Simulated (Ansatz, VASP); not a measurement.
## CdS in VASP and in Ansatz

```
CELL_PARAMETERS angstrom
0.00000 2.91195 2.91195
2.91195 0.00000 2.91195
2.91195 2.91195 0.00000
ATOMIC_POSITIONS crystal
Cd 0.00000 0.00000 0.00000
S 0.25000 0.25000 0.25000
```

Alike in both runs: functional PBEsol; k mesh 8 × 8 × 8; occupations gaussian, width 0.02 eV; no spin polarisation.

Ansatz relaxed the structure, and its values are those at the end. VASP's run is a single point on that final structure, the one shown.

```csv
,VASP,Ansatz
version,VASP 6.6.1,Ansatz 0.2.0
potentials or method,"VASP PAW PBE potentials, release 64 (Cd, S)","scalar-relativistic, plane waves, PAW"
plane-wave cutoff (eV),520,420
valence electrons in the cell,18,26
```

```csv
,VASP,Ansatz,Ansatz less VASP
gap on the k mesh at the Fermi level (eV),1.02,1.01,-0.005
least direct gap on the mesh (eV),1.02,1.01,-0.005
pressure (GPa),0.4,0.0,-0.39
```

The functional is the same, so the differences come from potentials, cutoffs and numerics. The two sets of potentials don't hold the same shells in valence.

Caveats: the PAW data sets were made with another functional, which shifts forces and pressure a little (VASP).
